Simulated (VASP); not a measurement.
A VASP 6.6.1 single-point calculation on AgCl

INCAR

```
NSW = 0
SIGMA = 0.02
LREAL = .FALSE.
ISIF = 2
NBANDS = 16
PREC = Accurate
NELM = 100
LASPH = .TRUE.
METAGGA = TPSS
IBRION = -1
AMIX = 0.1
EDIFF = 1E-7
LWAVE = .FALSE.
LCHARG = .FALSE.
ISMEAR = -1
ENCUT = 520
```

KPOINTS

```
KPOINTS created by Atomic Simulation Environment
0
Gamma
8 8 8
0 0 0
```

POSCAR

```
Ag Cl
 1.0000000000000000
     0.0000000000000000    2.7731838141105607    2.7731838141105607
     2.7731838141105607    0.0000000000000000    2.7731838141105607
     2.7731838141105607    2.7731838141105607    0.0000000000000000
 Ag  Cl
   1   1
Cartesian
 -0.0000000000000000  0.0000000000000000 -0.0000000000000000
  2.7731838141105603  2.7731838141105603  2.7731838141105603
```

The recommended PBE PAW datasets give the neutral cell 18 valence electrons.

Command

```
mpirun -np 1 vasp_std
```

OSZICAR

```
N       E                     dE             d eps       ncg     rms          rms(c)
DAV:   1     0.868399103712E+02    0.86840E+02   -0.87342E+03   928   0.103E+03
DAV:   2    -0.169476279948E+02   -0.10379E+03   -0.94950E+02  1144   0.227E+02
DAV:   3    -0.205786871645E+02   -0.36311E+01   -0.36235E+01  1208   0.452E+01
DAV:   4    -0.206035369963E+02   -0.24850E-01   -0.24849E-01  1144   0.396E+00
DAV:   5    -0.206038518812E+02   -0.31488E-03   -0.31488E-03  1224   0.422E-01    0.654E+00
DAV:   6    -0.193871525905E+02    0.12167E+01   -0.43272E+00   944   0.233E+01    0.587E+00
DAV:   7    -0.193522874118E+02    0.34865E-01   -0.27736E-02  1224   0.169E+00    0.581E+00
DAV:   8    -0.192640480528E+02    0.88239E-01   -0.17267E-01  1112   0.460E+00    0.350E+00
DAV:   9    -0.192716304155E+02   -0.75824E-02   -0.50915E-02  1080   0.164E+00    0.271E+00
DAV:  10    -0.192729077856E+02   -0.12774E-02   -0.36326E-02   984   0.221E+00    0.115E+00
DAV:  11    -0.192696097014E+02    0.32981E-02   -0.53084E-03  1016   0.617E-01    0.257E-01
DAV:  12    -0.192693143673E+02    0.29533E-03   -0.43242E-04  1160   0.147E-01    0.175E-01
DAV:  13    -0.192691751589E+02    0.13921E-03   -0.12431E-03  1176   0.241E-01    0.961E-02
DAV:  14    -0.192692167762E+02   -0.41617E-04   -0.44679E-05  1120   0.493E-02    0.894E-02
DAV:  15    -0.192691745633E+02    0.42213E-04   -0.12681E-04  1000   0.734E-02    0.762E-03
DAV:  16    -0.192691765784E+02   -0.20150E-05   -0.72155E-06  1056   0.179E-02    0.165E-02
DAV:  17    -0.192691767446E+02   -0.16627E-06   -0.33437E-07  1176   0.519E-03    0.110E-02
DAV:  18    -0.192691763142E+02    0.43038E-06   -0.49974E-07  1064   0.704E-03    0.985E-04
DAV:  19    -0.192691763133E+02    0.92382E-09   -0.28186E-08   584   0.130E-03
   1 F= -.19269176E+02 E0= -.19269176E+02  d E =-.937136E-11
```

Standard output (part)

```
POSCAR found type information on POSCAR AgCl
 POSCAR found :  2 types and       2 ions
 LDA part: xc-table for (None), standard interpolation
 POSCAR, INCAR and KPOINTS ok, starting setup
 WAVECAR not read
 entering main loop
```

From OUTCAR

```
k-points           NKPTS =     29   k-points in BZ     NKDIM =     29   number of bands    NBANDS=     16

   NELECT =      18.0000    total number of electrons

   dimension x,y,z NGX =    30 NGY =   30 NGZ =   30
   dimension x,y,z NGXF=    60 NGYF=   60 NGZF=   60

  energy-cutoff  :      520.00
  volume of cell :       42.65
      direct lattice vectors                 reciprocal lattice vectors
     0.000000000  2.773183814  2.773183814    -0.180298182  0.180298182  0.180298182
     2.773183814  0.000000000  2.773183814     0.180298182 -0.180298182  0.180298182
     2.773183814  2.773183814  0.000000000     0.180298182  0.180298182 -0.180298182

 k-points in reciprocal lattice and weights: KPOINTS created by Atomic Simulation Env
   0.00000000  0.00000000  0.00000000       0.002
   0.12500000  0.00000000  0.00000000       0.016
   0.25000000  0.00000000  0.00000000       0.016
   0.37500000  0.00000000  0.00000000       0.016
   0.50000000  0.00000000  0.00000000       0.008
   0.12500000  0.12500000  0.00000000       0.012
   0.25000000  0.12500000  0.00000000       0.047
   0.37500000  0.12500000  0.00000000       0.047
   ...

 E-fermi :   4.1833

 k-point     1 :       0.0000    0.0000    0.0000
  band No.  band energies     occupation
      1     -11.7782      2.00000
      2       1.3344      2.00000
      3       1.3344      2.00000
      4       1.3344      2.00000
      5       1.3497      2.00000
      6       1.3497      2.00000
      7       1.3497      2.00000
      8       1.4017      2.00000
      9       1.4017      2.00000
     10       4.7354      0.00000
     11      14.6705      0.00000
     12      14.6705      0.00000
     13      14.6705      0.00000
     14      15.9204      0.00000
     15      17.3658      0.00000
     16      17.3658      0.00000

 k-point     2 :       0.1250    0.0000    0.0000
  band No.  band energies     occupation
      1     -11.7186      2.00000
      2       0.5343      2.00000
      3       0.6264      2.00000
      4       0.6264      2.00000
      5       1.4062      2.00000
      6       1.4062      2.00000
      7       1.6123      2.00000
      8       2.1766      2.00000
      9       2.1766      2.00000
     10       5.4446      0.00000
     11      13.2590      0.00000
     12      14.3753      0.00000
     13      14.3753      0.00000
     14      15.9790      0.00000
     15      15.9790      0.00000
     16      16.5151      0.00000

 k-point     3 :       0.2500    0.0000    0.0000
  band No.  band energies     occupation
      1     -11.5686      2.00000
      2      -0.5130      2.00000
      3       0.0437      2.00000
      4       0.0437      2.00000
      5       1.5347      2.00000
      6       1.5347      2.00000
      7       1.7796      2.00000
      8       2.9456      2.00000
      9       2.9456      2.00000
     10       6.7618      0.00000
     11      11.6173      0.00000
     12      13.1001      0.00000
     13      13.1001      0.00000
     14      16.1723      0.00000
     15      16.1723      0.00000
     16      16.3938      0.00000

 ...

  Total        0.0667959      0.0667959      0.0667959      0.0000000     -0.0000000      0.0000000
  in kB        2.5089647      2.5089647      2.5089647      0.0000000     -0.0000000      0.0000000
  external PRESSURE =       2.5089647 kB  Pullay stress =       0.0000000 kB

 POSITION                                       TOTAL-FORCE (eV/Angst)
 -----------------------------------------------------------------------------------
      0.00000      0.00000      0.00000         0.000000     -0.000000      0.000000
      2.77318      2.77318      2.77318        -0.000000      0.000000      0.000000
 -----------------------------------------------------------------------------------
    total drift:                               -0.000000      0.000000      0.000000

  FREE ENERGIE OF THE ION-ELECTRON SYSTEM (eV)
  ---------------------------------------------------
  free  energy   TOTEN  =       -19.2691763133 eV

  energy  without entropy=      -19.2691763133  energy(sigma->0) =      -19.26917631
```

It converged. Results: gap between bands v and c on the k mesh 0.98 eV; least direct gap on the k mesh 3.27 eV; pressure 0.3 GPa. Band v is the last that the valence electrons fill when counted band by band, and c is the next.

For comparison, a separate PBE run of the intended cell, on usual settings and not on those above, gives a gap of 0.91 eV on its mesh and a pressure of 1.5 GPa.

The run above took about 2 min on one core of a shared host (Intel Xeon Platinum 8488C) and held 0.18 GiB at most.
